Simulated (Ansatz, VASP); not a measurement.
# TaInS3: VASP beside Ansatz

One calculation is typed for both programs; each brings its own data sets. How far apart do they land? The cell is generated by rule, not measured, and may not be a known phase. The cell is taken from a series of runs on this material, whose earlier steps may have relaxed, scaled, displaced or heated it; both programs get it as it stands.

Main program and level: Ansatz 0.2.0; plane waves, with VASP 6.6.1 beside it; PBE.

The structure was built from a prototype and need not be the compound's stable phase.

## 1. The structure

The structure is trigonal, space group R-3c (No. 167). The conventional cell has a = 6.870 Å, b = 6.870 Å, c = 16.827 Å, α = 90.00°, β = 90.00°, γ = 120.00°. In has 3 S at 3.29 Å nearest. Ta has 6 S at 2.43 Å nearest. S has 2 Ta at 2.43 Å nearest. Farther neighbours and most contacts between anions are not listed.

Structure file:

```xyz
10
Lattice="4.8576 4.8576 0.0000 4.8576 0.0000 4.8576 4.8576 0.0000 -4.8576" Properties=species:S:1:pos:R:3 pbc="T T T"
In    9.7152    0.0000    0.0000
In    4.8576    0.0000    0.0000
Ta    7.2864    2.4288   -2.4288
Ta    7.2864    2.4288    2.4288
S    12.2430    2.5278    0.0000
S     7.1874    2.3298    0.0000
S     2.5278    0.0000   -2.3298
S     7.1874    0.0000   -2.5278
S     9.7152    2.5278    2.3298
S     9.7152    2.3298   -2.3298
```

## 2. VASP: single point, PBE, pair 1

With cell and atoms fixed, the geometry can't cause a difference; cores, projectors, grids and the points listed under the comparison can.

Lines of VASP's logs that name or quote its potential files are left out, and so is its time.

INCAR

```
SYSTEM = TaInS3
PREC = Accurate
ENCUT = 500
EDIFF = 1E-06
NELM = 120
ISMEAR = 1
SIGMA = 0.2
LREAL = .FALSE.
ALGO = Normal
GGA = PE
NBANDS = 52
LASPH = .TRUE.
LORBIT = 11
LWAVE = .FALSE.
LCHARG = .FALSE.
ISIF = 2
GGA_COMPAT = .FALSE.
KPAR = 2
```

POSCAR

```
TaInS3
1.0
    4.8575955774      4.8575955774      0.0000000000
    4.8575955774      0.0000000000      4.8575955774
    4.8575955774      0.0000000000     -4.8575955774
In Ta S
2 2 6
Direct
    0.0000000000      1.0000000000      1.0000000000
    0.0000000000      0.5000000000      0.5000000000
    0.5000000000      0.2500000000      0.7500000000
    0.5000000000      0.7500000000      0.2500000000
    0.5203794136      1.0000000000      1.0000000000
    0.4796205864      0.5000000000      0.5000000000
    0.0000000000      0.0203794136      0.5000000000
    0.0000000000      0.4796205864      1.0000000000
    0.5203794136      0.9796205864      0.5000000000
    0.4796205864      0.5203794136      1.0000000000
```

KPOINTS

```
Automatic mesh
0
Gamma
8 8 8
0 0 0
```

PAW data sets: In_d, Ta_pv and S (PBE family, release 64).

The run is started by

```
mpirun -np 2 vasp_std
```

Numbers of over 12 decimals in the logs are rounded to 6 here.

The log of the run:

```text
[banner, memory and clock lines left out]
running    2 mpi-ranks, on    1 nodes
 distrk:  each k-point on    1 cores,    2 groups
 distr:  one band on    1 cores,    1 groups

 POSCAR found type information on POSCAR InTaS
 POSCAR found :  3 types and      10 ions
 LDA part: xc-table for (Slater+PW92), standard interpolation
 POSCAR, INCAR and KPOINTS ok, starting setup
 FFT: planning ... GRIDC
 FFT: planning ... GRID_SOFT
 FFT: planning ... GRID
 WAVECAR not read
 entering main loop
       N       E                     dE             d eps       ncg     rms          rms(c)
DAV:   1     0.849935346404E+03    0.84994E+03   -0.37766E+04  6760   0.162E+03
DAV:   2     0.696412024341E+02   -0.78029E+03   -0.75266E+03  7008   0.436E+02
DAV:   3    -0.563907460845E+02   -0.12603E+03   -0.12002E+03  8600   0.168E+02
DAV:   4    -0.650563075917E+02   -0.86656E+01   -0.85533E+01  8432   0.434E+01
DAV:   5    -0.655078131585E+02   -0.45151E+00   -0.45029E+00 10392   0.105E+01    0.259E+01
DAV:   6    -0.595683501820E+02    0.59395E+01   -0.25292E+01  9088   0.207E+01    0.127E+01
DAV:   7    -0.593225936783E+02    0.24576E+00   -0.34736E+00  8740   0.867E+00    0.824E+00
DAV:   8    -0.592332065233E+02    0.89387E-01   -0.82966E-01  8952   0.438E+00    0.138E+00
DAV:   9    -0.592092439260E+02    0.23963E-01   -0.17726E-01  8296   0.196E+00    0.580E-01
DAV:  10    -0.592086345713E+02    0.60935E-03   -0.17405E-02  9152   0.713E-01    0.298E-01
DAV:  11    -0.592094081177E+02   -0.77355E-03   -0.29589E-03  9128   0.241E-01    0.137E-01
DAV:  12    -0.592089987523E+02    0.40937E-03   -0.35662E-03  8524   0.212E-01    0.793E-02
DAV:  13    -0.592088900885E+02    0.10866E-03   -0.40256E-04  8032   0.859E-02    0.278E-02
DAV:  14    -0.592088961638E+02   -0.60754E-05   -0.23896E-05  9156   0.263E-02    0.153E-02
DAV:  15    -0.592088894181E+02    0.67458E-05   -0.14052E-05  7620   0.152E-02    0.482E-03
DAV:  16    -0.592088894571E+02   -0.39041E-07   -0.34786E-06  7236   0.702E-03
   1 F= -.59208889E+02 E0= -.59208101E+02  d E =-.236527E-02
```

From OUTCAR (step 2):

```text
ion  position               nearest neighbor table
   1  0.000  0.000  0.000-   5 3.29   8 3.29  10 3.29
   2  0.000  0.500  0.500-   6 3.29   7 3.29   9 3.29
   3  0.500  0.250  0.750-   5 2.43   6 2.43   7 2.43   9 2.43  10 2.43   8 2.43
   4  0.500  0.750  0.250-   5 2.43   6 2.43   8 2.43   9 2.43  10 2.43   7 2.43
   5  0.520  0.000  0.000-   3 2.43   4 2.43   1 3.29
   6  0.480  0.500  0.500-   3 2.43   4 2.43   2 3.29
   7  0.000  0.020  0.500-   4 2.43   3 2.43   2 3.29
   8  0.000  0.480  0.000-   3 2.43   4 2.43   1 3.29
   9  0.520  0.980  0.500-   3 2.43   4 2.43   2 3.29
  10  0.480  0.520  0.000-   3 2.43   4 2.43   1 3.29

  LATTYP: Found a face centered cubic cell.
 ALAT       =     9.7151911548

 Subroutine GETGRP returns: Found 12 space group operations
 (whereof  6 operations were pure point group operations)

The static configuration has the point symmetry D_3 .
 The point group associated with its full space group is D_3d.

 Found     65 irreducible k-points:

   k-points           NKPTS =     65   k-points in BZ     NKDIM =     65   number of bands    NBANDS=     52

   dimension x,y,z NGX =    50 NGY =   50 NGZ =   50
   dimension x,y,z NGXF=   100 NGYF=  100 NGZF=  100

   ENCUT  =  500.0 eV  36.75 Ry    6.06 a.u.  12.53 12.53 12.53*2*pi/ulx,y,z

   NELECT =      84.0000    total number of electrons

 k-points in reciprocal lattice and weights: Automatic mesh
   0.00000000  0.00000000  0.00000000       0.002
   0.12500000  0.00000000  0.00000000       0.012
   0.25000000  0.00000000  0.00000000       0.012
   0.37500000  0.00000000  0.00000000       0.012
   0.50000000  0.00000000  0.00000000       0.006
   0.00000000  0.12500000  0.00000000       0.012
   0.00000000  0.00000000 -0.12500000       0.004
   0.25000000  0.12500000  0.00000000       0.023
   0.12500000  0.12500000  0.25000000       0.012
[...]
0.37500000  0.25000000 -0.25000000       0.023
  -0.25000000  0.25000000  0.25000000       0.012

 average (electrostatic) potential at core
       1 -96.0302       2 -96.0302       3 -39.6311       4 -39.6311       5 -86.7132
       6 -86.7132       7 -86.7132       8 -86.7132       9 -86.7132      10 -86.7132

 E-fermi :   4.3271

 k-point     1 :       0.0000    0.0000    0.0000
  band No.  band energies     occupation
    ...
     40       3.8705      2.00578
     41       3.9038      2.01078
     42       3.9038      2.01078
     43       4.3614      0.71392
     44       4.3614      0.71392
     45       4.4515      0.14081
     46       6.2235     -0.00000
     47       6.2235     -0.00000
     48       6.7337     -0.00000
     49       6.8335     -0.00000
    ...

 k-point     2 :       0.1250    0.0000    0.0000
  band No.  band energies     occupation
    ...
     39       3.4090      2.00000
     40       3.8918      2.00868
     41       4.1574      2.00277
     42       4.2406      1.66158
     43       4.3432      0.86385
     44       4.5921     -0.06822
     45       4.6228     -0.05719
     46       6.1981     -0.00000
     47       6.4721     -0.00000
     48       6.6136     -0.00000
    ...

 k-point     3 :       0.2500    0.0000    0.0000
  band No.  band energies     occupation
    ...
     39       3.4392      2.00000
     40       3.5489      2.00000
     41       3.6989      2.00008
     42       3.9614      2.02674
     43       4.3707      0.64008
     44       5.4962     -0.00000
     45       5.5072     -0.00000
     46       6.1613     -0.00000
     47       6.4163     -0.00000
     48       6.5511     -0.00000
    ...

  Total       -0.6158998     -0.6158998     -0.6158998      0.0782763     -0.0782763      0.0782763
  in kB       -4.3045383     -4.3045383     -4.3045383      0.5470750     -0.5470750      0.5470750
  external PRESSURE =      -4.3045383 kB  Pullay stress =       0.0000000 kB

  energy-cutoff  :      500.00
  volume of cell :      229.24
      direct lattice vectors                 reciprocal lattice vectors
     4.857595577  4.857595577  0.000000000     0.000000000  0.205863165  0.000000000
     4.857595577  0.000000000  4.857595577     0.102931583 -0.102931583  0.102931583
     4.857595577  0.000000000 -4.857595577     0.102931583 -0.102931583 -0.102931583

 POSITION                                       TOTAL-FORCE (eV/Angst)
 -----------------------------------------------------------------------------------
      0.00000      0.00000      0.00000        -0.000000      0.000000      0.000000
      4.85760      0.00000      0.00000        -0.000000      0.000000      0.000000
      7.28639      2.42880     -2.42880        -0.000000      0.000000      0.000000
      7.28639      2.42880      2.42880        -0.000000      0.000000      0.000000
      2.52779      2.52779      0.00000         0.106519      0.106519      0.000000
      7.18740      2.32980      0.00000        -0.106519     -0.106519      0.000000
      2.52779      0.00000     -2.32980         0.106519      0.000000      0.106519
      2.32980      0.00000      2.32980        -0.106519     -0.000000     -0.106519
      9.71519      2.52779      2.32980        -0.000000      0.106519     -0.106519
      4.85760      2.32980      2.52779        -0.000000     -0.106519      0.106519
 -----------------------------------------------------------------------------------
    total drift:                                0.000000     -0.000000      0.000000

  FREE ENERGIE OF THE ION-ELECTRON SYSTEM (eV)
  ---------------------------------------------------
  free  energy   TOTEN  =       -59.2088894571 eV

  energy  without entropy=      -59.2065241865  energy(sigma->0) =      -59.20810103

 total charge
# of ion       s       p       d       tot
------------------------------------------
    1        1.175   0.147   9.853  11.175
    2        1.175   0.147   9.853  11.175
    3        0.304   6.204   2.170   8.678
    4        0.304   6.204   2.170   8.678
    5        1.337   2.405   0.000   3.743
    6        1.337   2.405   0.000   3.743
    7        1.337   2.405   0.000   3.743
    8        1.337   2.405   0.000   3.743
    9        1.337   2.405   0.000   3.743
   10        1.337   2.405   0.000   3.743
--------------------------------------------------
tot         10.983  27.135  24.046  62.164

[... 3 further parts left out ...]
```

The run ends at a pressure of -0.43 GPa, with forces up to 0.15 eV/Å.

## 3. Ansatz: single point, PBE, pair 1

Ansatz runs on its PAW soft_1 files.

The same cell, functional, mesh and smearing now go to Ansatz, which takes its cutoff from its data sets.

input.yaml

```yaml
crystal:
  lattice:
    - [4.8575955774, 4.8575955774, 0.0]
    - [4.8575955774, 0.0, 4.8575955774]
    - [4.8575955774, 0.0, -4.8575955774]
  atoms:
    - { symbol: In, position: [0.0, 0.0, 1.0] }
    - { symbol: In, position: [0.0, 0.5, 0.5] }
    - { symbol: Ta, position: [0.5, 0.25, 0.75] }
    - { symbol: Ta, position: [0.5, 0.75, 0.25] }
    - { symbol: S, position: [0.5203794136, 0.0, 1.0] }
    - { symbol: S, position: [0.4796205864, 0.5, 0.5] }
    - { symbol: S, position: [0.0, 0.0203794136, 0.5] }
    - { symbol: S, position: [0.0, 0.4796205864, 0.0] }
    - { symbol: S, position: [0.5203794136, -0.0203794136, 0.5] }
    - { symbol: S, position: [0.4796205864, 0.5203794136, 0.0] }
kpoints:
  mp_grid: { grid: [8, 8, 8] }
hamiltonian:
  xc: pbe
  pseudopotentials: { kind: paw, azcp: { folder: soft_1 } }
scf:
  occupations: { method: methfessel_paxton, width: 0.2 }
output:
  forces: true
  stress: true
  eigenvalues: true
  write_density: true
  write_potential: true
  elf: true
  volumetric_format: npy
```

The run is started by

```
ansatz run input.yaml --threads 4 --pin off --max-ram 16384MiB --backend cpu --events-out ev --progress --plain --runs-dir out
```

The log of the run:

```text
Engine: ansatz 0.2.0, aarch64-unknown-linux-gnu
Pseudopotentials: kind: paw
Pseudopotential: In, paw, valence charge 13, recommended cutoff 420 eV (normal), soft_1/In.paw.azcp
Pseudopotential: Ta, paw, valence charge 13, recommended cutoff 420 eV (normal), soft_1/Ta.paw.azcp
Pseudopotential: S, paw, valence charge 6, recommended cutoff 420 eV (normal), soft_1/S.paw.azcp
Functional definition: PBE
  parameter kappa = 0.804
  parameter beta = 0.066725
  exchange = pbe_x(kappa = kappa, mu = beta*pi^2/3)
  correlation = pbe_c(beta = beta)
Crystal: 10 atoms, lattice volume = 229.242 Å³
Basis set: ecut = 420 eV, 4477 PW (Γ), exchange–correlation on 96×96×96 points (8 copies of the dense FFT grid, shifted against one another)
Bands: 54, of which v1, the nominal top of the filled ones, is band 44 counted from 1 (43 counted from 0)
Symmetry: 12 space group operations
Space group: R-3c (ITA 167), of the structure as read, at distance tolerance 6.1e-5 Å
k-points: 65 of 512
Non-local potential: In, projectors of the file, l = 0: 2, l = 1: 2, l = 2: 2, l = 3: 1
Non-local potential: Ta, projectors of the file, l = 0: 3, l = 1: 2, l = 2: 2, l = 3: 1
Non-local potential: S, projectors of the file, l = 0: 2, l = 1: 2, l = 2: 1
PAW form: soft (Blöchl's): semilocal exchange-correlation on the pseudo side does not see the compensation charge
PAW one-centre angular grid: In, 590 points (default); XC on 64 Gauss nodes
PAW one-centre angular grid: Ta, 590 points (default); XC on 64 Gauss nodes
PAW one-centre angular grid: S, 110 points (default); XC on 64 Gauss nodes
Initial density: superposition of atomic densities (chi_scale 0.1, normalization cell, long waves kept (reshape's long-wave potential 0.00 eV rms))
Initial wavefunctions: pseudopotential atomic-orbital guess
Functional: x = pbe(κ = 0.804, μ = 0.219515), c = pbe(β = 0.066725)
SCF iter   1: F=—  HF=-36480.885947 eV  |F-HF|=—  |Δ(HF+E_count)|=         —  Δρ=2.55e-2  dr2=1.35e0  ethr=3.10e-3  ⟨swp⟩=6.3  Hψ=13892  notcnv=0
preconditioner: auto → Kerker (q_TF=auto, 2.326 Å⁻¹)  [metal: Δε(μ)=0.008 eV  Ē_g=9.818 eV  σ=0.200 eV  W_gap=0.03  n_scr=58 (ndim 8)  ℏωp=20.8 eV  f_vac=0.000  D(μ)=4.10/eV (n_scr^D=14)]
SCF iter   2: F=—  HF=-36480.648747 eV  |F-HF|=—  |Δ(HF+E_count)|=   2.37e-1  S|Δr|=    0.00e0  Δρ=1.54e-2  dr2=5.72e-1  ethr=1.54e-3  ⟨swp⟩=1.0  Hψ=4095  notcnv=0
SCF iter   3: F=—  HF=-36480.525047 eV  |F-HF|=—  |Δ(HF+E_count)|=   1.24e-1  S|Δr|=    0.00e0  Δρ=3.42e-3  dr2=4.67e-2  ethr=6.50e-4  ⟨swp⟩=2.2  Hψ=4836  notcnv=0
SCF iter   4: F=—  HF=-36480.521483 eV  |F-HF|=—  |Δ(HF+E_count)|=   3.56e-3  S|Δr|=    0.00e0  Δρ=1.27e-3  dr2=7.28e-3  ethr=5.31e-5  ⟨swp⟩=2.4  Hψ=6102  notcnv=0  defer=61
SCF iter   5: F=—  HF=-36480.522302 eV  |F-HF|=—  |Δ(HF+E_count)|=   8.19e-4  S|Δr|=    0.00e0  Δρ=4.39e-4  dr2=1.21e-3  ethr=8.28e-6  ⟨swp⟩=2.0  Hψ=4533  notcnv=0  defer=61
SCF iter   6: F=—  HF=-36480.522442 eV  |F-HF|=—  |Δ(HF+E_count)|=   1.40e-4  S|Δr|=    0.00e0  Δρ=1.09e-4  dr2=2.74e-5  ethr=1.38e-6  ⟨swp⟩=2.0  Hψ=4566  notcnv=0  defer=67
SCF iter   7: F=—  HF=-36480.522385 eV  |F-HF|=—  |Δ(HF+E_count)|=   5.67e-5  S|Δr|=    0.00e0  Δρ=2.43e-5  dr2=1.58e-6  ethr=3.12e-8  ⟨swp⟩=2.1  Hψ=5368  notcnv=0  defer=143
SCF iter   8: F=—  HF=-36480.522387 eV  |F-HF|=—  |Δ(HF+E_count)|=   1.38e-6  S|Δr|=    0.00e0  Δρ=5.82e-6  dr2=1.04e-7  ethr=1.80e-9  ⟨swp⟩=2.0  Hψ=5043  notcnv=0  defer=143
SCF iter   9: F=-36480.522387 eV  HF=-36480.522387 eV  |F-HF|=2.40e-9  |Δ(HF+E_count)|=   7.38e-8  S|Δr|=    0.00e0  Δρ=1.21e-6  dr2=4.43e-9  ethr=1.14e-10  ⟨swp⟩=16.5  Hψ=27505  notcnv=0
SCF 1 converged in 9 iterations: F = -36480.522387 eV  dr2 = 4.43e-9
  greatest PAW one-centre occupation: 0.999 electrons in one spin orbital (limit 2), on the Ta atom at site 3 (counted from 0), in its partial waves of l = 0
SCF converged after 9 iterations
Stability not checked: this state was not tested for a lower state beside it, because cold or Methfessel-Paxton smearing, or corrected tetrahedra, fill the levels in a way that the test cannot read (fill_not_monotonic; see scf.lower_state_search)
Free energy (F): -36480.522387 eV
Harris-Foulkes:  -36480.522387 eV  (|F-HF|=2.40e-9)
Internal energy: -36480.519990 eV  (E = F + TS)
E sigma→0 (E₀):  -36480.521787 eV
Entropy (-TS):   -0.002397 eV (-0.240 meV/atom)
Fermi energy:    7.667987 eV
Step filling:    the computed levels leave a gap of 0.0025 eV = 0.0 smearing widths at the electron count; against every level under it full and every level over it empty, smearing changes F+E_penalty+E_count by -3.451 meV and its σ→0 estimate by -2.851 meV
--- Per-component energies (eV) ---
  E_band       = -557.752031
  E_kinetic    = 1836.960785
  E_local      = -5018.607452  (includes V_loc(G=0)·N_el)
  E_nonlocal   = 838.405585
  E_hartree    = 1861.396763
  E_xc         = -1460.561132
  E_vxc        = -1139.158496  (∫ρ·V_xc dr)
  E_paw        = -28666.248284  (= ΣΔE_a)
  E_vpaw       = -798.147032  (= ΣTr[D̂ρ^β])
  E_aug_tail   = 0.000478  (compensation charges beyond the density's cutoff)
  E_ewald      = -5871.866733
  E_smearing   = -0.002397  (= −TS)
  E_closure    = 0.000000  (closes the sum)
  Σ components = -36480.522387   (vs F -36480.522387, Δ=0.00e0)
--- Forces (eV/Å), atoms counted from 1 ---
  atom   1  In     0.00000000    -0.00000000    -0.00000000
  atom   2  In    -0.00000000     0.00000000     0.00000000
  atom   3  Ta     0.00000000     0.00000000     0.00000000
  atom   4  Ta     0.00000000     0.00000000    -0.00000000
  atom   5  S      0.10527626     0.10527626     0.00000000
  atom   6  S     -0.10527626    -0.10527626    -0.00000000
  atom   7  S      0.10527626    -0.00000000     0.10527626
  atom   8  S     -0.10527626     0.00000000    -0.10527626
  atom   9  S      0.00000000     0.10527626    -0.10527626
  atom  10  S     -0.00000000    -0.10527626     0.10527626
  max |Σ_I F_I| component: 2.89e-17 eV/Å
--- Stress (GPa, compression-positive) ---
       -0.417362       0.054652       0.054652
        0.054652      -0.417362      -0.054652
        0.054652      -0.054652      -0.417362
  P = ⅓ Tr σ = -0.4174 GPa (-4.174 kbar)
--- Band table (eV; the first three rows and the last of 65) ---
  k-point 0: bands = [... 40 lower, 6.8567, 7.2134, 7.2467, 7.2467, 7.7031, 7.7031, 7.7933, 9.5683, ... 6 higher]
  k-point 1: bands = [... 40 lower, 6.6680, 7.4606, 7.5326, 7.5326, 7.7019, 7.7019, 7.8792, 9.7511, ... 6 higher]
  k-point 2: bands = [... 40 lower, 6.7086, 7.3136, 7.3136, 7.4385, 8.2141, 8.2141, 8.3320, 9.5744, ... 6 higher]
  k-point 64: bands = [... 40 lower, 6.6130, 6.8035, 7.3486, 7.4370, 8.1345, 9.6172, 9.6604, 9.8524, ... 6 higher]
```

The run ends at a pressure of -0.42 GPa, with forces up to 0.15 eV/Å.

## 4. Comparison

Known differences besides the potentials themselves: the data sets hold 88 valence electrons in Ansatz (on its PAW soft_1 files) and 84 in VASP; the cutoff is 420 eV in Ansatz and 500 eV in VASP. Total energies have different zeros and are not compared.

Both answers:

```tsv
quantity	Ansatz	VASP	difference
pressure (GPa)	-0.42	-0.43	+0.01
```

Forces (eV/Å; atoms numbered as in POSCAR):

```tsv
atom	Ansatz x, y, z	VASP x, y, z
In1	0.000, 0.000, 0.000	0.000, 0.000, 0.000
In2	0.000, 0.000, 0.000	0.000, 0.000, 0.000
Ta3	0.000, 0.000, 0.000	0.000, 0.000, 0.000
Ta4	0.000, 0.000, 0.000	0.000, 0.000, 0.000
S5	0.105, 0.105, 0.000	0.107, 0.107, 0.000
S6	-0.105, -0.105, 0.000	-0.107, -0.107, 0.000
S7	0.105, 0.000, 0.105	0.107, 0.000, 0.107
S8	-0.105, 0.000, -0.105	-0.107, 0.000, -0.107
S9	0.000, 0.105, -0.105	0.000, 0.107, -0.107
S10	0.000, -0.105, 0.105	0.000, -0.107, 0.107
```

The forces differ by 0.8 meV/Å r.m.s., which is 1.2 % of the r.m.s. force of 0.067 eV/Å (both taken over all components).

[end of part 1 of 2]

[Lines on the potential files, build, host, timing and source positions are cut from VASP's logs without a mark.]

[Logs are printed without paths, hosts, clocks, repeated set-up lines and the standing remarks that a program may print on its own settings, such as how far it seeks lower states.]

[Hosts, paths, dates, database ids (printed as entryN), source tags and the programs' standing remarks are cut or masked in the printed files.]
